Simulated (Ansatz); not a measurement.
A relaxation of cell and atoms of BeS, NiAs type with the plane-wave code Ansatz, at the level PBE. It starts from a guessed cell.

The input:
```yaml
crystal:
  lattice:
    - [2.89534617, 0.0, 0.0]
    - [-1.447673085, 2.507443336, 0.0]
    - [0.0, 0.0, 4.7194142571]
  atoms:
    - { symbol: Be, position: [0.0, 0.0, 0.0] }
    - { symbol: Be, position: [0.0, 0.0, 0.5] }
    - { symbol: S, position: [0.3333333333, 0.6666666667, 0.25] }
    - { symbol: S, position: [0.6666666667, 0.3333333333, 0.75] }
kpoints:
  mp_grid: { grid: [12, 12, 6] }
hamiltonian:
  xc: pbe
scf:
  occupations: { method: fermi_dirac, width: 0.02 }
relax:
  f_tol: 0.005
  cell: {}
```

Command: `ansatz run input.yaml --threads 2 --pin off --max-ram 2211MiB --backend cpu --events-out ev --progress --plain --runs-dir out`.

Task: It took 9.6 s on 2 threads of Arm Neoverse V1, on a shared host. What peak of host memory did it reach?

Result: About 0.34 GiB.

Main lines of the log:
```
Functional definition: PBE
Crystal: 4 atoms, lattice volume = 34.263 Å³
Basis set: ecut = 420 eV, 687 PW (Γ)
Bands: 12, of which v1, the nominal top of the filled ones, is band 8 counted from 1 (7 counted from 0)
Symmetry: 24 space group operations
Space group: P63/mmc (ITA 194)
k-points: 76 of 864
preconditioner: auto → none  [insulator: Δε(μ)=0.987 eV  σ=0.020 eV  ℏωp=25.4 eV]
SCF 1 converged in 6 iterations: F = -1989.006760 eV  dr2 = 8.11e-9
relax step 1: F+E_penalty+E_count = -1989.00675967 eV  P = +79.888 GPa  Ω = 34.263 Å³
SCF 2 converged in 5 iterations: F = -1990.723886 eV  dr2 = 2.96e-8
relax step 2: F+E_penalty+E_count = -1990.72388577 eV  P = +41.336 GPa  Ω = 38.887 Å³
SCF 3 converged in 5 iterations: F = -1991.637182 eV  dr2 = 4.36e-8
relax step 3: F+E_penalty+E_count = -1991.63718165 eV  P = +14.379 GPa  Ω = 44.404 Å³
SCF 4 converged in 5 iterations: F = -1991.829822 eV  dr2 = 1.74e-8
relax step 4: F+E_penalty+E_count = -1991.82982202 eV  P = +3.220 GPa  Ω = 48.028 Å³
SCF 5 converged in 5 iterations: F = -1991.842253 eV  dr2 = 7.85e-10
relax step 5: F+E_penalty+E_count = -1991.84225347 eV  P = +0.060 GPa  Ω = 49.348 Å³
SCF 6 converged in 4 iterations: F = -1991.844390 eV  dr2 = 3.49e-8
relax step 6: F+E_penalty+E_count = -1991.84439011 eV  P = -0.043 GPa  Ω = 49.388 Å³
SCF 7 converged in 3 iterations: F = -1991.844396 eV  dr2 = 2.31e-9
relax step 7: F+E_penalty+E_count = -1991.84439550 eV  P = -0.002 GPa  Ω = 49.370 Å³
SCF 8 converged in 5 iterations: F = -1991.856747 eV  dr2 = 3.84e-11
relax step 8: F+E_penalty+E_count = -1991.85674698 eV  P = +0.290 GPa  Ω = 49.370 Å³  (SCF on a basis re-selected at this cell)
SCF 9 converged in 3 iterations: F = -1991.856857 eV  dr2 = 8.06e-8
relax step 9: F+E_penalty+E_count = -1991.85685710 eV  P = +0.006 GPa  Ω = 49.498 Å³
SCF 10 converged in 4 iterations: F = -1991.856869 eV  dr2 = 5.10e-12
relax step 10: F+E_penalty+E_count = -1991.85686935 eV  P = +0.006 GPa  Ω = 49.498 Å³  (SCF on a basis re-selected at this cell)
Free energy (F): -1991.856869 eV
Fermi energy:    8.807277 eV
--- Stress (GPa, compression-positive) ---
        0.006807       0.000000       0.000000
        0.000000       0.006807       0.000000
        0.000000       0.000000       0.003476
  P = ⅓ Tr σ = 0.0057 GPa (0.057 kbar)
--- Relaxed structure (8 steps of the walk, 8 accepted, 2 SCFs on fresh bases) ---
  F+E_penalty+E_count = -1991.85686935 eV
  cell:  # Å, volume = 49.4984 Å³
    - [3.300484, 0.000000, 0.000000]
    - [-1.650242, 2.858303, 0.000000]
    - [0.000000, 0.000000, 5.246931]
  atoms:
    - { symbol: Be, position: [0.000000, 0.000000, 0.000000] }
    - { symbol: Be, position: [0.000000, 0.000000, 0.500000] }
    - { symbol: S, position: [0.333333, 0.666667, 0.250000] }
    - { symbol: S, position: [0.666667, 0.333333, 0.750000] }
```

In 8 steps the volume changed by +44.5 %; between the first SCF and the last, each on a basis chosen for its cell, the energy fell by 713 meV an atom. At the end: space group P6_3/mmc (No. 194), hexagonal; a = 3.300 Å, c = 5.247 Å in the conventional setting, 12.37 Å³ an atom. Around Be lie 6 S at 2.31 Å; around S lie 6 Be at 2.31 Å.

Simulation only: spin-unpolarised, and no claim that this is the phase found in nature.
